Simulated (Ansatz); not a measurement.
CdO (Monteponite):

```
Cd O
1.0
     0.00000    2.34950    2.34950
     2.34950    0.00000    2.34950
     2.34950    2.34950    0.00000
Cd O
1 1
Direct
  0.00000 0.00000 0.00000
  0.50000 0.50000 0.50000
```

```yaml
Program: Ansatz 0.2.0
Task: relaxation of cell and atoms
Functional: revPBE
Dispersion: D4
Potentials_or_basis: all-electron LAPW, scalar-relativistic
Basis_error_allowed: 0.001 eV/atom
k_mesh: 10 × 10 × 10
Occupations: fermi-dirac, width 0.05 eV
Spin: no spin polarisation
```

At the start: volume 12.97 Å³/atom.

Q: Where does the relaxation end?

A: Over 4 steps the energy falls by 2.0 meV/atom and the volume is 13.22 Å³/atom (+1.9 %); space group Fm-3m (No. 225, to 0.05 Å).

Step by step:
```csv
step,energy change (eV),largest force (eV/Å),volume (Å³)
1,0.0000,0.0000,25.94
2,-0.0040,0.0000,26.51
3,-0.0041,0.0000,26.44
4,-0.0041,0.0000,26.44
```

Final structure:
```
CELL_PARAMETERS angstrom
0.00000 2.36467 2.36467
2.36467 0.00000 2.36467
2.36467 2.36467 0.00000
ATOMIC_POSITIONS crystal
Cd 0.00000 0.00000 0.00000
O 0.50000 0.50000 0.50000
```
